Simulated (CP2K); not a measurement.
The system is SnSe2.

```
Sn Se
1.0
     3.81100    0.00000    0.00000
    -1.90550    3.30042    0.00000
     0.00000    0.00000    6.13600
Sn Se
1 2
Direct
  0.00000 0.00000 0.00000
  0.66667 0.33333 0.75100
  0.33333 0.66667 0.24900
```

Base run:

```yaml
Program: CP2K 2026.2
Functional: PBEsol
Potentials_or_basis: POTENTIAL_UZH Sn GTH-PBE-q4, Se GTH-PBE-q6; TZVP-MOLOPT-PBE-GTH basis
Density_cutoff: 9184 eV
k_mesh: 8 × 8 × 5
Occupations: fermi-dirac, width 0.05 eV
Spin: no spin polarisation
```

Its results: band gap on the k mesh 0.68 eV, indirect (least direct gap 0.93 eV); pressure 5.7 GPa; largest force 1.075 eV/Å.

Q: The run is repeated on the same cell with these changes: functional from PBEsol to PBE. What comes out?

A: Band gap on the k mesh 0.76 eV, indirect (least direct gap 1.03 eV); pressure 6.9 GPa; largest force 0.989 eV/Å.

PBE binds less tightly than PBEsol, so the same cell stands under more pressure.

Caveats: spin-orbit coupling is left out, which moves the levels of the heavy elements; an odd mesh through Γ misses points on the zone boundary, where band edges often lie; this functional lacks dispersion, which binds the layers, so the pressure and a relaxed spacing across them are unreliable; the basis of atomic orbitals isn't converged, which shifts pressures, moduli and gaps; the potentials were made for another functional, which shifts forces and pressure (some runs).

Not every run made on this cell is shown here.
